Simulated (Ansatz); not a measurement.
Runs of Ansatz 0.2.0 on ZrC. The structure is hexagonal, space group P6_3/mmc (No. 194). Conventional cell: a = 3.391 Å, b = 3.391 Å, c = 5.290 Å, α = 90.00°, β = 90.00°, γ = 120.00°. Around Zr (site symmetry -6m2) lie 6 C at 2.36 Å. C (site symmetry -3m) is surrounded by 6 Zr at 2.36 Å and 2 C at 2.65 Å. The cell comes from a database or a generator and needn't be the stable form of this composition.

```csv
level,spin,cutoff (eV),gap on the mesh (eV),pressure (GPa)
revPBE,off,420,none,0.0
LDA,off,420,none,-11.8
RPBE,off,420,none,0.9
r2SCAN,off,500,none,(b)
LDA,"SOC, no magnetisation",420,none,-11.9
BLYP,off,420,none,(a)
PBEsol,off,420,none,-7.9
```

Alike in all rows: task band structure; potentials or basis Ansatz PAW; cell as given; k mesh 7 × 7 × 4; smearing fermi-dirac 0.05 eV.

Estimate the missing entries.

(a) 4.9; (b) -2.3.

Caveats: the PAW data sets come from PBE, with cores solved anew for the run's functional, which leaves a small shift of forces and pressure.

A k mesh can miss the band edges, and rows without SOC leave out spin-orbit coupling on Zr.

A gap of «none» marks a metal or a gap under the smearing width.

Runs at the PBE level aren't shown here.
